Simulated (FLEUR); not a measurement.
# K (Im-3m) in FLEUR: notebook

One crystal, K, is run at these levels: PBEsol; tasks: single point.

Program: FLEUR MaX-R8.1 (later development tree). These are calculated values, not measurements. Logs are shortened: lines on timing, memory, paths and dates and some standing lists are left out, and cuts for length are marked.

## Step 1: The structure

The structure is cubic, space group Im-3m (No. 229). The conventional cell has a = 5.395 Å, b = 5.395 Å, c = 5.395 Å, α = 90.00°, β = 90.00°, γ = 90.00°.

## Step 2: Single point, PBEsol

inp.xml reads:

```xml
<?xml version="1.0" encoding="UTF-8" standalone="no"?>
<fleurInput fleurInputVersion="0.39">
   <comment>
      K                                                                                                   
   </comment>
   <calculationSetup>
      <cutoffs Kmax="4.1" Gmax="12.7" GmaxXC="12.7" numbands="0"/>
      <scfLoop itmax="60" minDistance="0.00001" maxIterBroyd="15" imix="Anderson" alpha="0.05" precondParam="0.0" spinf="2.0" sdNocoIR="T"/>
      <coreElectrons ctail="T" frcor="F" kcrel="0" coretail_lmax="0"/>
      <xcFunctional name="PBEs" relativisticCorrections="F"/>
      <magnetism jspins="1"/>
      <soc l_soc="F" theta="0.0" phi="0.0" spav="F"/>
      <expertModes spex="0" secvar="F"/>
      <geometryOptimization l_f="T" forcealpha="1.0" forcemix="BFGS" epsdisp="0.0005" epsforce="0.0002"/>
      <ldaU l_linMix="F" mixParam="0.05" spinf="1.0"/>
   </calculationSetup>
   <cell>
      <bzIntegration valenceElectrons="9.0" mode="hist" fermiSmearingEnergy="0.00183747">
         <kPointListSelection listName="default-1"/>
         <!-- k-points included here -->
         <xi:include xmlns:xi="http://www.w3.org/2001/XInclude" href="kpts.xml"> </xi:include>
      </bzIntegration>
      <!-- symmetry operations included here -->
      <xi:include xmlns:xi="http://www.w3.org/2001/XInclude" href="sym.xml"> </xi:include>
      <bulkLattice scale="1.0">
         <bravaisMatrix>
            <row-1>   -5.0976468016452152     5.0976468016452152     5.0976468016452152</row-1>
            <row-2>    5.0976468016452152    -5.0976468016452152     5.0976468016452152</row-2>
            <row-3>    5.0976468016452152     5.0976468016452152    -5.0976468016452152</row-3>
         </bravaisMatrix>
      </bulkLattice>
   </cell>
   <atomSpecies>
      <species name="Potassium (K)" element="K" atomicNumber="19">
         <mtSphere radius="2.66" gridPoints="879" logIncrement="0.014"/>
         <atomicCutoffs lmax="10" lnonsphr="10"/>
         <electronConfig flipSpins="F">
            <coreConfig>(1s1/2) (2s1/2) (2p1/2) (2p3/2)</coreConfig>
            <valenceConfig>(3s1/2) (3p1/2) (3p3/2) (4s1/2)</valenceConfig>
            <stateOccupation state="(4s1/2)" spinUp="0.500000" spinDown="0.500000"/>
         </electronConfig>
         <energyParameters s="4" p="3" d="3" f="4"/>
         <lo type="SCLO" l="0" n="3" eDeriv="0"/>
         <lo type="HELO" l="1" n="4" eDeriv="0"/>
         <lo type="HELO" l="1" n="4" eDeriv="1"/>
         <lo type="SCLO" l="2" n="3" eDeriv="2"/>
         <lo type="SCLO" l="3" n="4" eDeriv="2"/>
      </species>
   </atomSpecies>
   <atomGroups>
      <atomGroup species="Potassium (K)">
         <relPos label="                   1">.0000000000 .0000000000 .0000000000</relPos>
         <force calculate="T" relaxXYZ="TTT"/>
      </atomGroup>
   </atomGroups>
   <output dos="F" band="F" slice="F">
      <checks vchk="F" cdinf="F"/>
      <bandDOS minEnergy="-.5*Htr" maxEnergy="0.5*Htr" sigma="0.015" storeEVData="T"/>
      <vacuumDOS vacdos="F" integ="F" star="F" nstars="0" locx1="0.0" locy1="0.0" locx2="0.0" locy2="0.0" nstm="0" tworkf="0.0"/>
      <unfoldingBand unfoldBand="F" supercellX="1" supercellY="1" supercellZ="1"/>
      <plotting iplot="0" polar="F">
         <plot TwoD="T" vec1="  1.0  0.0  0.0" vec2="  0.0  1.0  0.0" vec3="  0.0  0.0  1.0" zero="  0.0  0.0  0.0" file="plot"/>
      </plotting>
      <chargeDensitySlicing numkpt="0" minEigenval="0.0" maxEigenval="0.0" nnne="0" pallst="F"/>
      <specialOutput eonly="F"/>
      <moessbauerParams electricFieldGradient="T" isomerShift="T" coreHyperfine="T" valenceHyperfine="T"/>
      <magneticCircularDichroism mcd="F" energyLo="-10.0" energyUp="0.0"/>
   </output>
  <!-- We include the file relax.xml here to enable relaxations (see documentation) -->
  <xi:include xmlns:xi="http://www.w3.org/2001/XInclude" href="relax.xml"> <xi:fallback/> </xi:include>
</fleurInput>
```

crystal.txt reads:

```
K
&input cartesian=F /
-2.6975585167  2.6975585167  2.6975585167
2.6975585167  -2.6975585167  2.6975585167
2.6975585167  2.6975585167  -2.6975585167
1.8897261246
1.0 1.0 1.0

1
19 0.0000000000  0.0000000000  0.0000000000

&kpt div1=7 div2=7 div3=7 gamma=T /
```

Potentials or basis: all-electron, FLAPW.

On the command line:

```sh
> inpgen -f crystal.txt -profile fastHighL
> # inp.xml edited to the form shown
> fleur_MPI
```

What it wrote:

```text
Welcome to FLEUR        (www.flapw.de)
      MaX-Release 8.1          (www.max-centre.eu)

 ========== k-point set info ==========
 Selected k-point list: default-1
 k-point list type: mesh
 7 x 7 x 7
 Number of k points: 20

 ------------Calculation Setup---------------------------
 Number of MPI-tasks      :            1
 Number of PE/node        :            1
 Number of OMP-threads    :            1
 Most efficient MPI parallelization for:
           1           2           4           5          10          20
 Additional eigenvalue parallelization possible
 Number of basis functions:          666
 Approximate size of matrices (H+S) per k-point:         0.007 GB
 --------------------------------------------------------
 Iteration:     1   Distance:       0.72996797 me/bohr^3
 Iteration:     2   Distance:       0.68869629 me/bohr^3
 Iteration:     3   Distance:       0.24527819 me/bohr^3
 Iteration:     4   Distance:       0.10423262 me/bohr^3
 Iteration:     5   Distance:       0.02906890 me/bohr^3
 Iteration:     6   Distance:       0.00664420 me/bohr^3
 Iteration:     7   Distance:       0.00432176 me/bohr^3
 Iteration:     8   Distance:       0.00028194 me/bohr^3
 Iteration:     9   Distance:       0.00057293 me/bohr^3
 Iteration:    10   Distance:       0.00003179 me/bohr^3
 Iteration:    11   Distance:       0.00000314 me/bohr^3

 ********************************************************************
 Run finished successfully
 Stop message:
   Structural relaxation: Done
 ********************************************************************
```

out.xml (last iteration):

```text
<iteration numberForCurrentRun="   12" overallNumber="   12">
         <energyParameters units="Htr">
            <atomicEP atomType="1" spin="1" branch="4s" branchLowest="-1.10" branchHighest="1.94" value="0.0777642815"/>
            <atomicEP atomType="1" spin="1" branch="3p" branchLowest="-10.14" branchHighest="-0.44" value="-0.5424393846"/>
            <atomicEP atomType="1" spin="1" branch="3d" branchLowest="-9.99" branchHighest="0.57" value="0.1913230411"/>
            <atomicEP atomType="1" spin="1" branch="4f" branchLowest="-9.99" branchHighest="2.36" value="0.4257037155"/>
            <loAtomicEP atomType="1" spin="1" branch="3s" branchLowest="-12.82" branchHighest="-1.10" value="-1.1494446111"/>
            <heloAtomicEP atomType="1" spin="1" branch="4p" branchLowest="1.50" branchHighest="1.50" value="1.4960605575"/>
            <heloAtomicEP atomType="1" spin="1" branch="4p" branchLowest="1.50" branchHighest="1.50" value="1.4960605575"/>
            <loAtomicEP atomType="1" spin="1" branch="3d" branchLowest="-9.99" branchHighest="0.57" value="0.1912553027"/>
            <loAtomicEP atomType="1" spin="1" branch="4f" branchLowest="-9.99" branchHighest="2.36" value="0.4257062532"/>
         </energyParameters>
         <eigenvalues>
            <eigenvaluesAt spin="1" ikpt="1" k_x="0.00000000" k_y="0.00000000" k_z="0.00000000">
                      -1.1490789402       -0.5432565032       -0.5432565032       -0.5432565032       -0.0475823808
                       0.1834624096        0.1834624096        0.1834624096
            </eigenvaluesAt>
            <eigenvaluesAt spin="1" ikpt="2" k_x="0.00000000" k_y="0.00000000" k_z="0.14285714">
                      -1.1490579315       -0.5436350007       -0.5433848376       -0.5432552358       -0.0387923557
                       0.1670388619        0.1730385023        0.1901512434
            </eigenvaluesAt>
            <eigenvaluesAt spin="1" ikpt="3" k_x="0.00000000" k_y="0.00000000" k_z="0.28571429">
                      -1.1490107184       -0.5444773419       -0.5436726677       -0.5432525345       -0.0134567531
                       0.1222896634        0.1557225010        0.2093203344
            </eigenvaluesAt>
            <eigenvaluesAt spin="1" ikpt="4" k_x="0.00000000" k_y="0.00000000" k_z="0.42857143">
                      -1.1489728469       -0.5451448843       -0.5439028452       -0.5432504973        0.0252317380
                       0.0731046445        0.1450490520        0.2038374742
            </eigenvaluesAt>
         </eigenvalues>
         <bandgap value="0.1948776195" units="eV"/>
         <sumValenceSingleParticleEnergies value="-5.5630340716" units="Htr"/>
         <FermiEnergy value="0.0280230466" units="Htr"/>
         <valenceDensity>
            <mtCharges spin="1">
               <mtCharge atomType="1" total="7.8004893" s="2.0352500" p="5.7590756" d="0.0061422" f="0.0000209"/>
            </mtCharges>
            <spinDependentCharge spin="1" total="9.0000000" interstitial="1.1995107" mtSpheres="7.8004893"/>
            <totalCharge value="9.0000000000"/>
         </valenceDensity>
         <coreStates atomType="     1" atomicNumber=" 19" spin="1" kinEnergy="    570.3399127955" eigValSum="   -344.6371431193" lostElectrons=" 0.000000">
            <state n="1" l="0" j="0.5" energy="-129.0914574887" weight="1.0000000000"/>
            <state n="2" l="0" j="0.5" energy="-12.8177228396" weight="1.0000000000"/>
            <state n="2" l="1" j="0.5" energy="-10.2071813426" weight="1.0000000000"/>
            <state n="2" l="1" j="1.5" energy="-10.1011049444" weight="2.0000000000"/>
         </coreStates>
         <allElectronCharges>
            <spinDependentCharge spin="1" total="19.0000000" interstitial="1.1995107" mtSpheres="17.8004893"/>
            <totalCharge value="18.9999999986"/>
         </allElectronCharges>
         <moessbauerParams unitsHFF="kG" unitsIS="e/bohr^3" unitsEFG="Htr/bohr^2">
            <coreIsomerShift atomType="1" isTotal="5141.62752">
               <shell n="1" l="0" isomerShift="4747.85069"/>
               <shell n="2" l="0" isomerShift="392.74373"/>
               <shell n="2" l="1" isomerShift="1.03310"/>
            </coreIsomerShift>
            <isomerShift atomType="1" nucleusRadius="0.0000802" averageDensity="5189.56446"/>
            <electricFieldGradient atomType="1" VXX="0.00000" VYY="0.00000" VZZ="0.00000" asymParam="0.00000">
            </electricFieldGradient>
         </moessbauerParams>
         <totalEnergy                                    value="     -601.3278544892" units="Htr">
            <sumOfEigenvalues                            value="     -350.2001771909">
               <coreElectrons value="-344.6371431193"/>
               <valenceElectrons value="-5.5630340716"/>
            </sumOfEigenvalues>
            <densityCoulombPotentialIntegral value="-912.9805788825"/>
            <densityEffectivePotentialIntegral value="-955.5509371844"/>
            <chargeDenXCDenIntegral value="-32.5809729268"/>
            <FockExchangeEnergyValence value="0.0000000000"/>
            <FockExchangeEnergyCore value="0.0000000000"/>
            <atomTypeDependentContributions atomType="1">
               <electronNucleiInteractionDifferentMTs value="713.5254865749"/>
               <MadelungTerm value="-4.0818655398"/>
            </atomTypeDependentContributions>
            <tkbTimesEntropy value="0.0002630116"/>
            <freeEnergy value="-601.3281175008"/>
            <extrapolationTo0K value="-601.3279859950"/>
         </totalEnergy>
         <totalForcesOnRepresentativeAtoms units="Htr/bohr">
            <forceTotal atomType="1" x="0.000000" y="0.000000" z="0.000000" F_x="0.00000000" F_y="0.00000000" F_z="0.00000000"/>
         </totalForcesOnRepresentativeAtoms>
      </iteration>
```

It took 34 s on 1 thread of Intel Xeon at 2.70GHz, shared host; peak memory 0.08 GiB.

What came out:

* Free energy: -16362.9717 eV
* Band gap on the k mesh: none (metal or under the smearing width)
* Valence electrons inside the program's atomic spheres: K 7.80 (radii K 2.66 bohr)

Core levels (eV from the Fermi level):
```csv
atom,levels
1 K,"1s1/2 -3513.5, 2s1/2 -349.6, 2p1/2 -278.5, 2p3/2 -275.6"
```

## Step 3: Single point, PBEsol (cell strained at random at fixed volume)

Changes to inp.xml since step 2:

```diff
@@ -26,5 +26,5 @@
          <bravaisMatrix>
-            <row-1>   -5.0976468016452152     5.0976468016452152     5.0976468016452152</row-1>
-            <row-2>    5.0976468016452152    -5.0976468016452152     5.0976468016452152</row-2>
-            <row-3>    5.0976468016452152     5.0976468016452152    -5.0976468016452152</row-3>
+            <row-1>   -4.9682770644597349     5.0410560866964547     4.9134258739670953</row-1>
+            <row-2>    5.1375738485104003    -5.1863231133467060     5.2279915743941361</row-2>
+            <row-3>    5.0268188900737183     5.2448649389606894    -5.0586947903434716</row-3>
          </bravaisMatrix>
```

crystal.txt reads:

```
K
&input cartesian=F /
-2.6290990000  2.6676120000  2.6000730000
2.7186870000  -2.7444840000  2.7665340000
2.6600780000  2.7754630000  -2.6769460000
1.8897261246
1.0 1.0 1.0

1
19 -0.0036850000  -0.0083200000  0.0072110000

&kpt div1=7 div2=7 div3=7 gamma=T /
```

Potentials or basis: all-electron, FLAPW.

On the command line:

```sh
> inpgen -f crystal.txt -profile fastHighL
> # inp.xml edited to the form shown
> fleur_MPI
```

What it wrote:

```text
Welcome to FLEUR        (www.flapw.de)
      MaX-Release 8.1          (www.max-centre.eu)

 ========== k-point set info ==========
 Selected k-point list: default-1
 k-point list type: mesh
 7 x 7 x 7
 Number of k points: 172

 ------------Calculation Setup---------------------------
 Number of MPI-tasks      :            1
 Number of PE/node        :            1
 Number of OMP-threads    :            1
 Most efficient MPI parallelization for:
           1           2           4          43          86         172
 Additional eigenvalue parallelization possible
 Number of basis functions:          667
 Approximate size of matrices (H+S) per k-point:         0.007 GB
 --------------------------------------------------------
 Iteration:     1   Distance:       0.73105936 me/bohr^3
 Iteration:     2   Distance:       0.68974103 me/bohr^3
 Iteration:     3   Distance:       0.24585681 me/bohr^3
 Iteration:     4   Distance:       0.10603536 me/bohr^3
 Iteration:     5   Distance:       0.02890617 me/bohr^3
 Iteration:     6   Distance:       0.00673975 me/bohr^3
 Iteration:     7   Distance:       0.00433521 me/bohr^3
 Iteration:     8   Distance:       0.00027882 me/bohr^3
 Iteration:     9   Distance:       0.00058464 me/bohr^3
 Iteration:    10   Distance:       0.00003210 me/bohr^3
 Iteration:    11   Distance:       0.00000296 me/bohr^3

 ********************************************************************
 Run finished successfully
 Stop message:
   Structural relaxation: Done
 ********************************************************************
```

out.xml (last iteration):

```text
<iteration numberForCurrentRun="   12" overallNumber="   12">
         <energyParameters units="Htr">
            <atomicEP atomType="1" spin="1" branch="4s" branchLowest="-1.10" branchHighest="1.94" value="0.0776942968"/>
            <atomicEP atomType="1" spin="1" branch="3p" branchLowest="-10.14" branchHighest="-0.44" value="-0.5425010593"/>
            <atomicEP atomType="1" spin="1" branch="3d" branchLowest="-9.99" branchHighest="0.57" value="0.1912555508"/>
            <atomicEP atomType="1" spin="1" branch="4f" branchLowest="-9.99" branchHighest="2.36" value="0.4256330718"/>
[... 69 lines left out ...]
            <freeEnergy value="-601.3280683661"/>
            <extrapolationTo0K value="-601.3279362785"/>
         </totalEnergy>
         <totalForcesOnRepresentativeAtoms units="Htr/bohr">
            <forceTotal atomType="1" x="0.000000" y="0.000000" z="0.000000" F_x="0.00000000" F_y="0.00000000" F_z="0.00000000"/>
         </totalForcesOnRepresentativeAtoms>
      </iteration>
```

It took 4.6 min on 1 thread of Intel Xeon at 2.70GHz, shared host; peak memory 0.11 GiB.

Results:

* Free energy: -16362.9703 eV
* Band gap on the k mesh: none (metal or under the smearing width)
* Valence electrons inside the program's atomic spheres: K 7.80 (radii K 2.66 bohr)

Levels at points of the mesh, in eV from the Fermi level:
```
           k point  band 1  band 2  band 3  band 4  band 5  band 6  band 7  band 8
(0.00, 0.00, 0.00)  -32.04  -15.55  -15.55  -15.55   -2.06    4.11    4.24    4.29
```

Core levels (eV from the Fermi level):
| atom | levels |
| --- | --- |
| 1 K | 1s1/2 -3513.5, 2s1/2 -349.6, 2p1/2 -278.5, 2p3/2 -275.6 |
